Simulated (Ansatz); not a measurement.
# In (In, hcp): the cost of one run

Computed with Ansatz 0.2.0 (DFT PBE, plane waves (420 eV) with PAW, scalar-relativistic, unless a step says otherwise).

### Step 1. The structure to begin with

The structure is hexagonal, space group P6_3/mmc (No. 194). The conventional cell has a = 3.331 Å, b = 3.331 Å, c = 5.440 Å, α = 90.00°, β = 90.00°, γ = 120.00°. Around In (site symmetry -6m2) lie 12 In at 3.33 Å.

As a file:

```
CELL_PARAMETERS angstrom
3.33139 0.00000 0.00000
-1.66570 2.88507 0.00000
0.00000 0.00000 5.44017
ATOMIC_POSITIONS crystal
In 0.33333 0.66667 0.25000
In 0.66667 0.33333 0.75000
```

### Step 2. Relaxation of the cell

The input, input.yaml:

```yaml
crystal:
  lattice:
    - [3.3313943041, 0.0, 0.0]
    - [-1.665697152, 2.8850720974, 0.0]
    - [0.0, 0.0, 5.4401668986]
  atoms:
    - { symbol: In, position: [0.3333333333, 0.6666666667, 0.25] }
    - { symbol: In, position: [0.6666666667, 0.3333333333, 0.75] }
hamiltonian:
  xc: pbe
  pseudopotentials:
    kind: paw
    azcp:
      In: "pseudopotentials/In.paw.azcp"
basis:
  ecutwfc: 420
  fft_grid_basis: typed
kpoints:
  mp_grid: { grid: [11, 11, 6], shift: [0, 0, 0] }
magnetization:
  spin_polarized: false
scf:
  occupations: { method: fermi_dirac, width: 0.1 }
relax:
  max_steps: 60
  f_tol: 0.01
  cell: {}
```

Q: Estimate wall time and peak memory on 1 thread of an x86-64 CPU, shared host.

About 17 s, with a peak of 0.54 GiB.
